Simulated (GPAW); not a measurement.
The system is AlN.

```
Al N
1.0
     0.00000    2.03452    2.03452
     2.03452    0.00000    2.03452
     2.03452    2.03452    0.00000
Al N
1 1
Direct
  0.50000 0.50000 0.50000
  0.00000 0.00000 0.00000
```

Measurements of this composition are mostly on another form, of space group No. 186.

Base run:

| Item | Value |
| --- | --- |
| Program | GPAW 26.7.0 |
| Functional | PBE |
| Potentials or basis | GPAW PAW data sets (gpaw-data 1.2.1) |
| Cutoff | 800 eV |
| Basis | pw |
| k mesh | 11 × 11 × 11 |
| Occupations | fermi-dirac, width 0.05 eV |
| Spin | no spin polarisation |

Its results: band gap on the k mesh 4.56 eV, indirect (least direct gap 5.40 eV).

Task: The run is repeated on the same cell with these changes: functional from PBE to PBE0; cutoff from 800 eV to 600 eV; k mesh from 11 × 11 × 11 to 4 × 4 × 4. What comes out?

Result: Band gap on the k mesh 6.51 eV, indirect (least direct gap 7.63 eV).

Several settings changed at once, so the effect can't be laid on one alone.

Caveats: some runs use coarse meshes; the density grid can change from cell to cell, which puts small steps into energies and stress (some runs); an odd mesh through Γ misses points on the zone boundary, where band edges often lie (some runs); exact exchange converges slowly with the k mesh, and this mesh is small (some runs).
